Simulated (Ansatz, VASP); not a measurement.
Ni in VASP and in Ansatz

Contents of INCAR:

```
PREC     = Accurate       # precision mode
ENCUT    = 520            # plane-wave cutoff, eV
EDIFF    = 1E-6           # SCF threshold, eV
ISMEAR   = -1             # smearing method
SIGMA    = 0.1            # smearing width, eV
LREAL    = F              # projectors in reciprocal space
LASPH    = T              # aspherical terms in the spheres
NELM     = 100            # most SCF steps
ALGO     = Fast           # electronic algorithm
ISIF     = 2              # what is computed and relaxed
LWAVE    = F              # write WAVECAR
LCHARG   = F              # write CHGCAR
GGA      = RE             # functional
NBANDS   = 28             # bands
```

Contents of KPOINTS:

```
Automatic mesh
0
Gamma
  16 16 5
```

Contents of POSCAR:

```
Ni
1.0
    2.4325214619      0.0000000000      0.0000000000
   -1.2162607309      2.1066253812      0.0000000000
    0.0000000000      0.0000000000      7.9699492232
Ni
4
Direct
    0.0000000000      0.0000000000      0.0000000000
    0.0000000000      0.0000000000      0.5000000000
    0.3333333333      0.6666666667      0.2500000000
    0.6666666667      0.3333333333      0.7500000000
```

Input for Ansatz:

```yaml
crystal:
  lattice:
    - [2.4325214619, 0.0, 0.0]
    - [-1.2162607309, 2.1066253812, 0.0]
    - [0.0, 0.0, 7.9699492232]
  atoms:
    - { symbol: Ni, position: [0.0, 0.0, 0.0] }
    - { symbol: Ni, position: [0.0, 0.0, 0.5] }
    - { symbol: Ni, position: [0.3333333333, 0.6666666667, 0.25] }
    - { symbol: Ni, position: [0.6666666667, 0.3333333333, 0.75] }
hamiltonian:
  xc: revpbe
  pseudopotentials:
    kind: paw
    azcp:
      Ni: "pseudopotentials/Ni.paw.azcp"
basis:
  ecutwfc: 420
  fft_grid_basis: typed
kpoints:
  mp_grid: { grid: [16, 16, 5], shift: [0, 0, 0] }
magnetization:
  spin_polarized: false
scf:
  occupations: { method: fermi_dirac, width: 0.1 }
  lower_state_search: "off"
output:
  stress: true
```

Alike in both runs: task single point; functional revPBE; k mesh 16 × 16 × 5; occupations fermi-dirac, width 0.1 eV; no spin polarisation.

|  | VASP | Ansatz |
| --- | --- | --- |
| version | VASP 6.6.1 | Ansatz 0.2.0 |
| potentials or method | VASP PAW PBE potentials, release 64 (Ni) | plane waves (420 eV) with PAW, scalar-relativistic |
| plane-wave cutoff (eV) | 520 | 420 |
| valence electrons in the cell | 40 | 72 |

Ansatz gave:

- pressure (GPa): 19.0
- largest component of the traceless stress (GPa): 0.05

Estimate VASP's values.

pressure (GPa): 18.9; largest component of the traceless stress (GPa): 0.06.

The two sets of potentials don't hold the same shells in valence.

Caveats: so large a pressure means that the cell lies far from this level's equilibrium, or that cutoff or potentials fall short (VASP); the potentials were made for another functional, which shifts forces and pressure (VASP); the run has no spin polarisation, though such a crystal can be magnetic. Spin polarisation is off, so any magnetic state and its effect on volume and gap are missing.
